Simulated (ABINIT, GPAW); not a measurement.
Given: the input of a run of GPAW 26.7.0 (ASE script) on Cu. Atoms were shifted at random by some hundredths of an Å from the given cell, which wasn't relaxed again for these runs. This isn't the form of Cu at room conditions, which is fcc.

The input run.py:

```python
from ase import Atoms
from ase.dft.bandgap import bandgap
from ase.io import write
from ase.units import GPa
from gpaw import GPAW, PW, setup_paths

setup_paths.insert(0, '.')

atoms = Atoms(['Cu', 'Cu'],
              cell=[[2.5340966698, 0.0, 0.0],
                    [-1.2670483349, 2.1945920917, 0.0],
                    [0.0, 0.0, 4.112571]],
              scaled_positions=[[0.669715, 0.350339, 0.743926],
                                [0.354591, 0.666897, 0.248665]],
              pbc=True)

calc = GPAW(mode=PW(600),
            xc='PBEsol',
            kpts={'size': (12, 12, 7), 'gamma': True},
            occupations={'name': 'fermi-dirac', 'width': 0.05},
            nbands=23,
            convergence={'density': 1e-05, 'energy': 1e-05},
            maxiter=150,
            txt='gpaw.txt')
atoms.calc = calc
energy = atoms.get_potential_energy()
forces = atoms.get_forces()
stress = atoms.get_stress()
calc.write('gs.gpw')
write('result.traj', atoms)
print(f'Energy: {energy:.6f} eV')
print('Forces (eV/A):')
print(forces.round(4))
print('Stress (GPa):', (stress / GPa).round(3))
print('Fermi level:', round(calc.get_fermi_level(), 4), 'eV')
print(f'Gap: {bandgap(calc)[0]:.4f} eV, direct: {bandgap(calc, direct=True)[0]:.4f} eV')
```

Potentials or basis: PAW data sets generated in the run's folder for this functional, pw.

Command:

```sh
$ gpaw-setup -f PBEsol Cu
$ OMP_NUM_THREADS=1 python run.py
```

Set up the same calculation for ABINIT 10.8.3 (patched build). Potentials or basis there: PseudoDojo NC SR PBEsol v0.4.1 standard, cutoff 1252 eV.

As run (cutoffs and basis follow the program's own potentials, and thresholds, step limits or extra output files can differ):

run.abi

```
# Pseudopotentials
pp_dirpath "./"
pseudos "Cu.upf"

# Structure
acell 4.7887486792 4.7887486793 7.7716328581
rprim
     1.0000000000     0.0000000000     0.0000000000
    -0.5000000000     0.8660254038     0.0000000000
     0.0000000000     0.0000000000     1.0000000000
ntypat 1
znucl 29
natom 2
typat 1 1
xred
     0.6697150000     0.3503390000     0.7439260000
     0.3545910000     0.6668970000     0.2486650000
chkprim 0
chksymtnons 0
tolsym 1.0e-6

# Plane-wave basis
ecut 1251.723767 eV

# k points
kptopt 1
ngkpt 12 12 7
nshiftk 1
shiftk 0.0 0.0 0.0

# Exchange and correlation
ixc -116133

# Bands and occupations
nband 23
occopt 3
tsmear 0.00183747

# SCF cycle
nstep 100
tolvrs 1.0e-10

# Output
iomode 3
prtwf 0
prtden 0
prteig 0
prtebands 0
enunit 2
```

Potentials or basis: PseudoDojo NC SR PBEsol v0.4.1 standard.

The run is started by

```console
$ abinit run.abi > log 2>&1
```

Both were run:

|  | GPAW | ABINIT |
| --- | --- | --- |
| Pressure | 0.7 GPa | -1.7 GPa |
| Largest force | 0.203 eV/Å | 0.198 eV/Å |

The potentials hold 22 and 38 valence electrons a cell.

Pressure is positive in compression.
